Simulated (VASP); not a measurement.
Set up this calculation in VASP 6.6.1, as the native input.

| Property | Result |
| --- | --- |
| Task | relaxation of the atoms |
| Functional | PBEsol |
| Potentials or basis | VASP PAW PBE potentials, release 64 (Al) |
| Cutoff | 600 eV |
| k mesh | 16 × 16 × 16 |
| Occupations | methfessel-paxton, width 0.1 eV |
| Spin | no spin polarisation |
| Further INCAR settings | ALGO = Normal; EDIFF = 1e-07; IBRION = 2; EDIFFG = -0.01; NSW = 40 |

The structure of Al lies in POSCAR:

```
Al                                      
1.0
    0.0000000000      2.0342435785      2.0342435785
    2.0342435785      0.0000000000      2.0342435785
    2.0342435785      2.0342435785      0.0000000000
  Al            
     1
Direct
     0.0000000000000000    0.0000000000000000    0.0000000000000000
```

The cell isn't the ideal one: a relaxed cell with its volume scaled by 1.04.

The input as run:

INCAR

```
SYSTEM = Al
PREC = Accurate
ENCUT = 600
EDIFF = 1E-7
ISMEAR = 1
SIGMA = 0.1
LREAL = .False.
LASPH = .True.
NELM = 80
ALGO = Normal
ISIF = 2
LWAVE = .False.
LCHARG = .False.
GGA = PS
IBRION = 2
NSW = 40
EDIFFG = -0.01
```

KPOINTS

```
Automatic mesh
0
Gamma
  16 16 16
  0 0 0
```

Potentials or basis: VASP PAW PBE potentials, release 64 (Al).

Run with:

```bash
$ cat potpaw_PBE.64/Al/POTCAR > POTCAR
$ mpirun -np 1 vasp_std > vasp.out
```

Results of the run:

| Quantity | Value |
| --- | --- |
| Pressure after relaxing | -3.0 GPa |
| Band gap on the k mesh | none (metal or under the smearing width) |

Caveat: the relaxation stopped at its first step, so nothing moved; the PAW data sets were made with another functional, which shifts forces and pressure a little.

It took 3.9 s on 1 thread of Intel(R) Xeon(R) 6975P-C (Granite Rapids), with other jobs on the host, peak memory 0.13 GiB.
